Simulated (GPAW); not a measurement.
# CuI (Marshite): G0W0 on several meshes in GPAW

How does the mesh move the gap of CuI (Marshite)?

Main program and level: GPAW 26.7.0; PBE and many-body steps on it, plane waves.

The database entry behind the starting cell differs from later determinations by our own check (about 0.15 % long (mineral sample)), so it need not match the best structure at ambient conditions.

### 1. Starting point

It takes space group F-43m (No. 216, cubic). The conventional cell has a = 6.063 Å, b = 6.063 Å, c = 6.063 Å, α = 90.00°, β = 90.00°, γ = 90.00°. Nearest to Cu lie 4 I at 2.63 Å. Nearest to I lie 4 Cu at 2.63 Å. Farther neighbours and most contacts between anions are not listed.

As a file:

```xyz
2
Lattice="0.0000 3.0315 3.0315 3.0315 0.0000 3.0315 3.0315 3.0315 0.0000" Properties=species:S:1:pos:R:3 pbc="T T T"
Cu    1.5157    1.5157    1.5157
I     0.0000    0.0000    0.0000
```

The cell and positions come from the Crystallography Open Database and are kept as given unless a step says otherwise. Spin-orbit coupling is left out unless a step names it.

### 2. Empty states on the mesh, 4×4×4 mesh, 667 bands

This step: GPAW 26.7.0; DFT, PBE, plane waves, PAW.

The sums over transitions need many empty states on a uniform mesh; this step solves for them.

The input, run.py:

```python
import json
import numpy as np
from gpaw.mpi import world
from gpaw import GPAW

calc = GPAW('gs.gpw').fixed_density(kpts={'size': (4, 4, 4), 'gamma': True},
    parallel={'domain': 1, 'band': 1},
    txt='nscf.txt')
calc.diagonalize_full_hamiltonian(nbands=667)
calc.write('full.gpw', mode='all')
res = {}
kpts = calc.get_ibz_k_points()
res['kpts'] = kpts
res['eigenvalues'] = [calc.get_eigenvalues(kpt=k) for k in range(len(kpts))]
res['n_electrons'] = calc.get_number_of_electrons()

if world.rank == 0:
    with open('result.json', 'w') as f:
        json.dump(res, f, default=lambda x: x.tolist())
```

Launch:

```bash
$ mpirun -n 4 gpaw python run.py
```

Numbers of over 12 decimals in the logs are rounded to 6 here.

Log:

```text
Diagonalizing LCAO Hamiltonian
Converting LCAO to pw mode
convergence criteria:
- Maximum integral of absolute [eigenst]ate change: 4e-08 eV^2 / valence electron
maximum number of iterations: 100

SCF iterations
|iter     |     time |      energy | eigst |  dens |
|iter:   1|  |             | +1.01 |       |
|iter:   2|  |             | -0.67 |       |
|iter:   3|  |             | -2.05 |       |
|iter:   4|  |             | -3.51 |       |
|iter:   5|  |             | -4.66 |       |
|iter:   6|  |             | -5.87 |       |
|iter:   7|  |             | -6.82 |       |
|iter:   8|  |             | -7.62c|       |
SCF steps: 8
  __  _  _
 | _ |_)|_||  |
 |__||  | ||/\| - 26.7.0

Input parameters:
  mode=PW(ecut=600.0),
  convergence={'density': 1e-06, 'bands': -3},
  gpts=array([25, 25, 25]),
  kpts=MonkhorstPack(size=(4, 4, 4), gamma=True),
  maxiter=100,
  nbands=16,
  occupations=Occupations(name='fermi-dirac', width=0.001, fixmagmom=False),
  parallel={'domain': 1, 'band': 1},
  xc=XC(name='PBE')
Matrix size: 1876x1876
# Writing to full.gpw (mode='all')
  [... matrices ...]

timing:  # [seconds]
  Total: 17.810  # ━━━━━━━━━━━━━━━━━━━━━━━━━━━━━━━━━━━━━━━━━━━━━━━━━━━━━━━━━━
```

The job ended after 21 s (4 MPI ranks of Arm Neoverse V1, shared host; peak memory 1.9 GiB).

Numbers from this step:

| Quantity | Value |
| --- | --- |
| gap | 1.138 eV |
| k of the valence top | 0, 0, 0 |
| k of the conduction bottom | 0, 0, 0 |
| least direct gap | 1.138 eV |
| k points computed | 8 |
| lowest point of the top converged band, above the valence top | 289.9572 eV |

On this mesh the gap is 1.138 eV.

### 3. 4×4×4

G0W0 replaces the xc potential by the self-energy, built once from these orbitals. Only a window of levels is corrected, while the sums run over the empty bands that the input names.

This step: G0W0 on PBE, plane waves, PAW.

The input, run.py:

```python
import json
import numpy as np
from gpaw.mpi import world
from gpaw.response.g0w0 import G0W0

gw = G0W0('full.gpw',
    filename='gw',
    kpts=[0],
    bands=(7, 11),
    ecut=90,
    nbands=108,
    integrate_gamma='WS',
    ppa=True)
gw.calculate()
res = {mode: {k: v for k, v in r.items() if k != 'sigma_eskwn'}
       for mode, r in gw.all_results.items()}

if world.rank == 0:
    with open('result.json', 'w') as f:
        json.dump(res, f, default=lambda x: x.tolist())
```

Launch:

```bash
$ mpirun -n 4 gpaw python run.py
```

Log:

```text
Using integrator: PointIntegrator
FrequencyGridDescriptor(from 0.000+0.000j to 0.000+27.211j eV, 2 points)
Nonperiodic BCs:  [False False False]
Using integrator: PointIntegrator
FrequencyGridDescriptor(from 0.000+0.000j to 0.000+27.211j eV, 2 points)
Nonperiodic BCs:  [False False False]
  ___  _ _ _
 |   || | | |
 | | || | | |
 |__ ||_____|
 |___|

BZ k-points: Symmetries present (total): 24

  [... matrices ...]
64 k-points: 4 x 4 x 4 Monkhorst-Pack grid + [1/8,1/8,1/8]
8 k-points in the irreducible part of the Brillouin zone
       k-points in crystal coordinates                weights
   0:     0.00000000    0.00000000    0.00000000          1/64
   1:     0.25000000    0.25000000    0.00000000          6/64
   2:     0.25000000    0.25000000    0.25000000          8/64
   3:     0.50000000    0.25000000   -0.25000000          6/64
   4:     0.50000000    0.25000000    0.25000000         12/64
   5:     0.50000000    0.50000000    0.00000000          3/64
   6:     0.50000000    0.50000000    0.25000000         24/64
   7:     0.50000000    0.50000000    0.50000000          4/64

Distributing spins, k-points and bands (1 x 1 x 4) over 4 processes
Number of blocks: 1

Quasi particle states:
k-points (IBZ indices): [0]
Band range: (7, 11)
  [... matrices ...]
Computational parameters:
Plane wave cut-off: 90 eV
Number of bands: 108
Coulomb cutoff: None
Broadening: 0.1 eV

fxc modes: GW
Kernel: RPA
Using Godby-Needs plasmon-pole approximation:
  Fitting energy: i*E0, E0 = 1.000 Hartree
Summing all q:

Calculating screened Coulomb potential
No Coulomb truncation
FrequencyGridDescriptor(from 0.000+0.000j to 0.000+27.211j eV, 2 points)
Removing empty qpoint cache files...

Calculating chi0 body with:
    Ground state adapter containing:
    Number of spins: 1
    Number of kpoints: 64
    Number of irreducible kpoints: 8
    Number of completely occupied states: 9
    Number of partially occupied states: 9
    Occupied states memory: 2.145767 M / cpu

    Linear response parametrization:
    q_c: [0.0, 0.0, 0.0]
    Number of frequency points: 2
    Planewave cutoff: 90.0
    Number of bands: 108
    Number of planewaves: 113
    Broadening (eta): 1e-06
    comm.size: 4
    kncomm.size: 4
    blockcomm.size: 1

    Memory estimate of potentially large arrays:
        chi0_wGG: 0.389679 M / cpu
Integrating chi0 body.

Symmetries of q_c:
    Direct symmetries (Uq -> q): 24
    Indirect symmetries (TUq -> q): 24
In total 48 allowed symmetries.

  [... matrices ...]
8 groups of equivalent kpoints. 87.5% reduction.

Integral kind: response function
Integrating chi0 head and wings.

Symmetries of q_c:
    Direct symmetries (Uq -> q): 24
    Indirect symmetries (TUq -> q): 24
In total 48 allowed symmetries.

  [... matrices ...]
8 groups of equivalent kpoints. 87.5% reduction.

Integral kind: response function wings

Calculating chi0 body with:
    Ground state adapter containing:
    Number of spins: 1
    Number of kpoints: 64
    Number of irreducible kpoints: 8
    Number of completely occupied states: 9
    Number of partially occupied states: 9
    Occupied states memory: 2.145767 M / cpu

[... the further q-points ...]

Results:
f:      Occupation numbers
eps:     KS-eigenvalues [eV]
vxc:     KS vxc [eV]
exx:     Exact exchange [eV]
sigma:   Self-energies [eV]
dsigma:  Self-energy derivatives
Z:       Renormalization factors
qp:      QP-energies [eV]

k-point 0 (0): (0.000, 0.000, 0.000)                GW
band       f     eps     vxc     exx   sigma  dsigma       Z      qp
                                                                   GW
   7   1.000   4.474 -30.038 -36.126   5.299  -0.343   0.745   3.887
   8   1.000   4.474 -30.038 -36.126   5.299  -0.343   0.745   3.887
   9   0.000   5.612 -12.444  -8.089  -3.742  -0.231   0.812   6.110
  10   0.000   9.359 -11.141  -6.681  -4.046  -0.242   0.805   9.692
```

Elapsed: 24 s, on 4 MPI ranks; peak memory 1.3 GiB.

Numbers from this step:

```yaml
g0w0_gap_on_the_points_computed: 2.223 eV
least_direct_g0w0_gap_on_the_computed_points: 2.223 eV
z_at_the_valence_top: 0.7447
z_at_the_conduction_bottom: 0.8124
starting_gap_on_the_mesh: 1.138 eV
k_of_the_valence_top: 0, 0, 0
k_of_the_conduction_bottom: 0, 0, 0
```

The gap on the mesh goes from 1.14 eV to 2.22 eV, a correction of +1.09 eV.

### 4. Empty states on the mesh, 6×6×6 mesh, 118 bands

This step: DFT, PBE, plane waves, PAW.

The input, run.py:

```python
import json
import numpy as np
from gpaw.mpi import world
from gpaw import GPAW

calc = GPAW('gs.gpw').fixed_density(kpts={'size': (6, 6, 6), 'gamma': True},
    nbands=137,
    convergence={'bands': 118},
    txt='nscf.txt')
calc.write('full.gpw', mode='all')
res = {}
kpts = calc.get_ibz_k_points()
res['kpts'] = kpts
res['eigenvalues'] = [calc.get_eigenvalues(kpt=k) for k in range(len(kpts))]
res['n_electrons'] = calc.get_number_of_electrons()

if world.rank == 0:
    with open('result.json', 'w') as f:
        json.dump(res, f, default=lambda x: x.tolist())
```

Launch:

```bash
$ mpirun -n 4 gpaw python run.py
```

Log:

```text
Diagonalizing LCAO Hamiltonian
Converting LCAO to pw mode
convergence criteria:
- Maximum integral of absolute [eigenst]ate change: 4e-08 eV^2 / valence electron
maximum number of iterations: 100

SCF iterations
|iter     |     time |      energy | eigst |  dens |
|iter:   1|  |             | +4.50 |       |
|iter:   2|  |             | +3.29 |       |
|iter:   3|  |             | +2.20 |       |
[...]
|iter:  13|  |             | -6.73 |       |
|iter:  14|  |             | -7.19 |       |
|iter:  15|  |             | -7.55c|       |
SCF steps: 15
  __  _  _
 | _ |_)|_||  |
 |__||  | ||/\| - 26.7.0

Input parameters:
  mode=PW(ecut=600.0),
  convergence={'bands': 118},
  gpts=array([25, 25, 25]),
  kpts=MonkhorstPack(size=(6, 6, 6), gamma=True),
  maxiter=100,
  nbands=137,
  occupations=Occupations(name='fermi-dirac', width=0.001, fixmagmom=False),
  parallel={},
  xc=XC(name='PBE')
# Writing to full.gpw (mode='all')
  [... matrices ...]

timing:  # [seconds]
  Total: 0.051  # ━━━━━━━━━━━━━━━━━━━━━━━━━━━━━━━━━━━━━━━━━━━━━━━━━━━━━━━━━━━
```

Run time: 35 s. Hardware: 4 MPI ranks; peak memory 0.79 GiB; 2.3 min of CPU time.

This step gave:

- gap: 1.138 eV
- k of the valence top: 0, 0, 0
- k of the conduction bottom: 0, 0, 0
- least direct gap: 1.138 eV
- k points computed: 16
- lowest point of the top converged band, above the valence top: 81.8361 eV

On this mesh the gap is 1.138 eV.

### 5. 6×6×6

This step: G0W0 on PBE, plane waves, PAW.

The input, run.py:

```python
import json
import numpy as np
from gpaw.mpi import world
from gpaw.response.g0w0 import G0W0

gw = G0W0('full.gpw',
    filename='gw',
    kpts=[0],
    bands=(7, 11),
    ecut=90,
    nbands=108,
    integrate_gamma='WS',
    ppa=True)
gw.calculate()
res = {mode: {k: v for k, v in r.items() if k != 'sigma_eskwn'}
       for mode, r in gw.all_results.items()}

if world.rank == 0:
    with open('result.json', 'w') as f:
        json.dump(res, f, default=lambda x: x.tolist())
```

Launch:

```bash
$ mpirun -n 4 gpaw python run.py
```

Log:

```text
Using integrator: PointIntegrator
FrequencyGridDescriptor(from 0.000+0.000j to 0.000+27.211j eV, 2 points)
Nonperiodic BCs:  [False False False]
Using integrator: PointIntegrator
FrequencyGridDescriptor(from 0.000+0.000j to 0.000+27.211j eV, 2 points)
Nonperiodic BCs:  [False False False]
  ___  _ _ _
 |   || | | |
 | | || | | |
 |__ ||_____|
 |___|

BZ k-points: Symmetries present (total): 24

  [... matrices ...]
216 k-points: 6 x 6 x 6 Monkhorst-Pack grid + [1/12,1/12,1/12]
16 k-points in the irreducible part of the Brillouin zone
       k-points in crystal coordinates                weights
   0:     0.00000000    0.00000000    0.00000000          1/216
   1:     0.16666667    0.16666667    0.00000000          6/216
   2:     0.16666667    0.16666667    0.16666667          8/216
[...]
9:     0.50000000    0.33333333   -0.16666667         12/216
          ...
  15:     0.50000000    0.50000000    0.50000000          4/216

Distributing spins, k-points and bands (1 x 1 x 4) over 4 processes
Number of blocks: 1

Quasi particle states:
k-points (IBZ indices): [0]
Band range: (7, 11)
  [... matrices ...]
Computational parameters:
Plane wave cut-off: 90 eV
Number of bands: 108
Coulomb cutoff: None
Broadening: 0.1 eV

fxc modes: GW
Kernel: RPA
Using Godby-Needs plasmon-pole approximation:
  Fitting energy: i*E0, E0 = 1.000 Hartree
Summing all q:

Calculating screened Coulomb potential
No Coulomb truncation
FrequencyGridDescriptor(from 0.000+0.000j to 0.000+27.211j eV, 2 points)
Removing empty qpoint cache files...

Calculating chi0 body with:
    Ground state adapter containing:
    Number of spins: 1
    Number of kpoints: 216
    Number of irreducible kpoints: 16
    Number of completely occupied states: 9
    Number of partially occupied states: 9
    Occupied states memory: 2.145767 M / cpu

    Linear response parametrization:
    q_c: [1.3877787807814457e-17, 1.3877787807814457e-17, 1.3877787807814457e-17]
    Number of frequency points: 2
    Planewave cutoff: 90.0
    Number of bands: 108
    Number of planewaves: 113
    Broadening (eta): 1e-06
    comm.size: 4
    kncomm.size: 4
    blockcomm.size: 1

    Memory estimate of potentially large arrays:
        chi0_wGG: 0.389679 M / cpu
Integrating chi0 body.

Symmetries of q_c:
    Direct symmetries (Uq -> q): 24
    Indirect symmetries (TUq -> q): 24
In total 48 allowed symmetries.

  [... matrices ...]
16 groups of equivalent kpoints. 92.592593% reduction.

Integral kind: response function
Integrating chi0 head and wings.

Symmetries of q_c:
    Direct symmetries (Uq -> q): 24
    Indirect symmetries (TUq -> q): 24
In total 48 allowed symmetries.

  [... matrices ...]
16 groups of equivalent kpoints. 92.592593% reduction.

Integral kind: response function wings

Calculating chi0 body with:
    Ground state adapter containing:
    Number of spins: 1
    Number of kpoints: 216
    Number of irreducible kpoints: 16
    Number of completely occupied states: 9
    Number of partially occupied states: 9
[... the further q-points ...]

Results:
f:      Occupation numbers
eps:     KS-eigenvalues [eV]
vxc:     KS vxc [eV]
exx:     Exact exchange [eV]
sigma:   Self-energies [eV]
dsigma:  Self-energy derivatives
Z:       Renormalization factors
qp:      QP-energies [eV]

k-point 0 (0): (0.000, 0.000, 0.000)                GW
band       f     eps     vxc     exx   sigma  dsigma       Z      qp
                                                                   GW
   7   1.000   4.474 -30.038 -36.039   5.205  -0.339   0.747   3.880
   8   1.000   4.474 -30.038 -36.039   5.205  -0.339   0.747   3.880
   9   0.000   5.612 -12.444  -8.257  -3.571  -0.226   0.816   6.115
  10   0.000   9.359 -11.141  -6.705  -3.992  -0.239   0.807   9.717
```

Wall time 1.8 min (4 MPI ranks); peak memory 1.7 GiB.

This step gave:

```yaml
g0w0_gap_on_the_points_computed: 2.235 eV
least_direct_g0w0_gap_on_the_computed_points: 2.235 eV
z_at_the_valence_top: 0.7468
z_at_the_conduction_bottom: 0.8156
starting_gap_on_the_mesh: 1.138 eV
k_of_the_valence_top: 0, 0, 0
k_of_the_conduction_bottom: 0, 0, 0
```

Against G0W0 in GPAW (4×4×4 mesh, 108 bands, screening to 90 eV, Godby-Needs plasmon pole), the gap moves by +0.011 eV.

### 6. The runs together

Times are wall times on 4 MPI ranks of Arm Neoverse V1, shared host, good to a factor of about two.

| run | mesh | bands | screening cutoff (eV) | DFT gap (eV) | gap on the mesh (eV) | direct (eV) | time |
| --- | --- | --- | --- | --- | --- | --- | --- |
| 4×4×4 | 4×4×4 | 108 | 90 | 1.138 | 2.223 | 2.223 | 24 s |
| 6×6×6 | 6×6×6 | 108 | 90 | 1.138 | 2.235 | 2.235 | 1.8 min |

### 7. Summary of results

```
4×4×4        : 2.223 eV
6×6×6        : 2.235 eV
known limits : not at the basis limit; d shell near the gap, gap tends to lie low; no spin-orbit coupling
```

In words: 6×6×6: +0.011 eV against 4×4×4. Bands and cutoff are finite, so the gap is not at the basis limit. The miss can reach some tenths of an eV and take either sign; the mesh is an error of its own. These stock PAW sets were not made for GW; the filled d or f shell of I lies in the frozen core, which bears on start and correction. In the G0W0 runs levels were corrected at 1 k point alone, so a gap called «on the mesh» is the least over those, and an edge elsewhere would be missed. A d shell, filled or nearly so, lies near the gap. One-shot GW converges very slowly in bands there, not always from below, and on a semilocal start the gap tends to come out low; starts rich in exact exchange can overshoot instead. The many-body steps are scalar-relativistic: spin-orbit coupling is not in them.

[Paths, hosts, dates, memory and timing lines, banners, echoed tables and standing remarks are left out of the program output.]

[Logs are printed without paths, hosts, clocks, repeated set-up lines and the standing remarks that a program may print on its own settings, such as how far it seeks lower states.]

[Runs of the session that timed out or met a known fault of the program may be left out.]

[Hosts, paths, dates, database ids (printed as entryN), source tags and the programs' standing remarks are cut or masked in the printed files.]
